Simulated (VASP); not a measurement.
CoSi, 8 atoms in the cell. Symmetry: P2_13, No. 198, cubic system. The conventional cell has a = 4.438 Å, b = 4.438 Å, c = 4.438 Å, α = 90.00°, β = 90.00°, γ = 90.00°. Around Co (site symmetry 3) lie 7 Si at 2.28 to 2.47 Å. Si (site symmetry 3) is surrounded by 7 Co at 2.28 to 2.47 Å. 

- Program: VASP 6.6.1
- Task: density of states
- Functional: LDA
- Potentials or basis: VASP PAW LDA potentials, release 64 (Co, Si)
- Cutoff: 520 eV
- k mesh: 5 × 5 × 5
- Occupations: gaussian, width 0.02 eV
- Spin: collinear spin, ferromagnetic start
- Starting moments: [2.0, 2.0, 2.0, 2.0, 0.0, 0.0, 0.0, 0.0] μB
- k mesh for the DOS: 8 × 8 × 8
- Occupations for the DOS: tetrahedron
- Further INCAR settings: ALGO = Normal; EDIFF = 1e-06; NBANDS = 40

Potentials or basis: VASP PAW LDA potentials, release 64 (Co, Si).

Launch:

```sh
$ cat potpaw_LDA.64/Co/POTCAR potpaw_LDA.64/Si/POTCAR > POTCAR
$ cp INCAR.step1 INCAR
$ cp KPOINTS.step1 KPOINTS
$ mpirun -np 1 vasp_std > vasp.out
$ cp INCAR.step2 INCAR
$ cp KPOINTS.step2 KPOINTS
$ mpirun -np 1 vasp_std > vasp.out
```

Hardware: 1 thread of Intel(R) Xeon(R) Platinum 8488C (Sapphire Rapids), on a shared host.

**Question.** Estimate the wall time of this run.

**Answer.** Run time: 4.1 min on 1 thread of Intel(R) Xeon(R) Platinum 8488C (Sapphire Rapids), on a shared host, peak memory 0.32 GiB. Counts: scf iterations 8, k points 45.
